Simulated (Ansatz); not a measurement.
# C: an axial (c/a) deformation path and further scans

One table from this session's results is given with a row withheld; the runs are named, their logs left out.

The COD entry's cell or inner coordinates are ideal or old and differ from later refinements, so a difference from it is no clean test against experiment.

Method: DFT r2SCAN, scalar-relativistic, plane waves, PAW, in Ansatz 0.2.0.

1 further run of the same task is left out (set aside as unsound or not needed).

## The starting structure

The structure is hexagonal, space group P6_3/mmc (No. 194). The conventional cell has a = 2.456 Å, b = 2.456 Å, c = 7.050 Å, α = 90.00°, β = 90.00°, γ = 120.00°. C (site symmetry -6m2) has 3 C at 1.42 Å as nearest neighbours.

Coordinates:

```xyz
4
Lattice="2.4559 0.0000 0.0000 -1.2279 2.1269 0.0000 0.0000 0.0000 7.0498" Properties=species:S:1:pos:R:3 pbc="T T T"
C     0.0000    0.0000    0.0176
C     0.0000    0.0000    3.5425
C     0.0000    1.4179    0.0176
C     1.2279    0.7090    3.5425
```

It is the result of an earlier relaxation at this level (volume 9.21 Å³/atom; gap on the mesh: none (metal)).

The first run:

At fixed volume and fractional coordinates, lengths along (0.000, 0.000, 1.000) are scaled against those across it; ρ is that ratio over its starting value.

Contents of input.yaml:

```yaml
crystal:
  lattice:
    - [2.5926032657, 0.0, 0.0]
    - [-1.2963016329, 2.24526029, 0.0]
    - [0.0, 0.0, 6.3258932482]
  atoms:
    - { symbol: C, position: [0.0, 0.0, 0.0025] }
    - { symbol: C, position: [0.0, 0.0, 0.5025] }
    - { symbol: C, position: [0.3333333333, 0.6666666667, 0.0025] }
    - { symbol: C, position: [0.6666666667, 0.3333333333, 0.5025] }
basis:
  ecutwfc: 500
kpoints:
  mp_grid: { grid: [24, 24, 8] }
hamiltonian:
  xc: r2scan
scf:
  occupations: { method: gaussian, width: 0.15 }
output:
  forces: true
  stress: true
  eigenvalues: true
```

Launch:

```
$ ansatz run input.yaml --threads 1 --pin off --max-ram 2560MiB --backend cpu --events-out ev --progress --plain --runs-dir out
```

Steps of the session up to this table: Point ρ = 0.850; ρ = 1.200; At ρ = 0.920; ρ = 1.100; Point ρ = 0.960; At ρ = 1.050; At ρ = 0.800; Point ρ = 1.300.

One table of the session follows, with a row left open; its other results are not shown here.

Collected from the runs (energy zero: the undisturbed cell):

```
    ρ  ΔE (meV/atom)  pressure (GPa)
0.800          376.6           -48.2
0.850          203.9           -37.4
0.920              ?               ?
0.960           13.5           -10.6
1.000            0.0             0.0
1.050           19.7            13.6
1.100           76.8            27.6
1.200          291.1            56.6
1.300          623.5            86.4
```

Estimate the missing values for ρ = 0.920.

Worked estimate for «ΔE (meV/atom)». A straight line through the neighbours (0.850, 203.9) and (0.960, 13.5) gives 203.9 + (13.5 − 203.9) × (0.920 − 0.850) / (0.960 − 0.850) = 82.7; a parabola fitted to 4 rows on both sides gives 53.6.

As computed: ΔE (meV/atom): 55.2; pressure (GPa): -20.7. In «ΔE (meV/atom)» the line misses by +27.5 and the parabola by -1.6.

Limits of these values: Where a structure here is layered, its layers are held mostly by dispersion, which this level lacks, so their spacing and the stiffness across them are unreliable there.
